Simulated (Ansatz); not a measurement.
**GaP (zincblende): gap against strain (uniaxial along x, other directions held)**

GaP built on the zincblende prototype, relaxed with r2SCAN in Ansatz 0.2.0, then strained (uniaxial along x, other directions held; changes of length per length, axes as in the cell below) with the atoms relaxed again within the symmetry that is left. The symmetry is F-43m (No. 216, cubic); conventional cell a = 5.451 Å, 20.24 Å³ an atom. Ga is surrounded by 4 P at 2.36 Å; P is surrounded by 4 Ga at 2.36 Å. Spin-unpolarised throughout; all numbers are computed.

```xyz
2
Lattice="0.0000 2.7254 2.7254 2.7254 0.0000 2.7254 2.7254 2.7254 0.0000" Properties=species:S:1:pos:R:3 pbc="T T T"
Ga    0.0000    0.0000    0.0000
P     1.3627    1.3627    1.3627
```

Gaps are the least over each mesh (PBE 8×8×8, r2SCAN 8×8×8, HSE06 6×6×6 when unstrained) and the special points, which keep their unstrained names; stress is the change from the unstrained cell, compression positive.

| strain (%) | gap, PBE (eV) | gap, r2SCAN (eV) | gap, HSE06 (eV) | edges, HSE06 | stress along the strain, r2SCAN (GPa) | energy rise, r2SCAN (meV/atom) |
| --- | --- | --- | --- | --- | --- | --- |
| -5.91 | 0.900 | 1.125 | 1.552 | Γ → Γ–X (0.84) | +8.96 | 33.0 |
| -4.0 | 1.129 | 1.362 | 1.787 | Γ → Γ–X (0.84) | +5.95 | 15.0 |
| -3.0 | 1.247 | 1.485 | 1.908 | Γ → Γ–X (0.84) | +4.42 | 8.4 |
| -0.87 | 1.493 | 1.741 | 2.159 | Γ → Γ–X (0.85) | +1.25 | 0.7 |
| 0.0 | 1.592 | 1.844 | 2.260 | Γ → Γ–X (0.85) | 0.00 | 0.0 |
| +4.16 | 1.400 | – | 2.198 | Γ → X | – | – |

Between zero and the nearest strains the slope of the HSE06 gap against strain is +0.116 eV per percent for negative and -0.015 for positive strain; it falls either way, as happens when edge states split or other valleys take over.

Where an edge lies off the special points, it is a point of the mesh or the k point where a search put PBE's edge or least direct gap, reused for the other functionals, whose own edges may lie a little apart.

The meshes of the hybrids are coarse, so their gaps aren't converged to the digits shown.
